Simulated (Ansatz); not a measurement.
**Al under changes of volume**

One of the cells (16.603 Å³/atom); the others are scaled copies at fixed shape and fractional positions:

```xyz
1
Lattice="0.0000 2.0248 2.0248 2.0248 0.0000 2.0248 2.0248 2.0248 0.0000" Properties=species:S:1:pos:R:3 pbc="T T T"
Al    0.0000    0.0000    0.0000
```

* Program: Ansatz 0.2.0
* Functional: BLYP
* Dispersion: D3(BJ)
* Potentials or basis: Ansatz PAW
* Cutoff: 420 eV (not typed: the program's choice for these potentials)
* k mesh: 11 × 11 × 11
* Occupations: fermi-dirac, width 0.05 eV
* Spin: no spin polarisation

```csv
volume (Å³/atom),energy over the lowest point (meV/atom),pressure (GPa)
15.607,0.00,-0.5
15.939,2.72,-2.1
16.271,8.50,-3.5
16.603,17.00,-4.7
16.935,27.91,-5.8
17.267,40.88,-6.7
17.599,?,?
```

Question: What does the run at 17.599 Å³/atom give?

Answer: Energy over the lowest point 55.68 meV/atom; pressure -7.5 GPa.

Worked out: A Birch-Murnaghan fit of order 3 (a polynomial in V^(-2/3)) to the other rows has its minimum at 15.51 Å³/atom, just outside them, with B0 = V·E''(V) = 82 GPa and B' = 5.0. It gives 55.71 meV/atom at 17.599 Å³/atom, against the run's 55.68, and -dE/dV = -7.6 GPa, against -7.5.

Energies are extrapolated to zero smearing.

Caveats: pairwise dispersion overbinds metals, which lowers pressure and volume; the PAW data sets come from PBE, with cores solved anew for the run's functional, which leaves a small shift of forces and pressure.
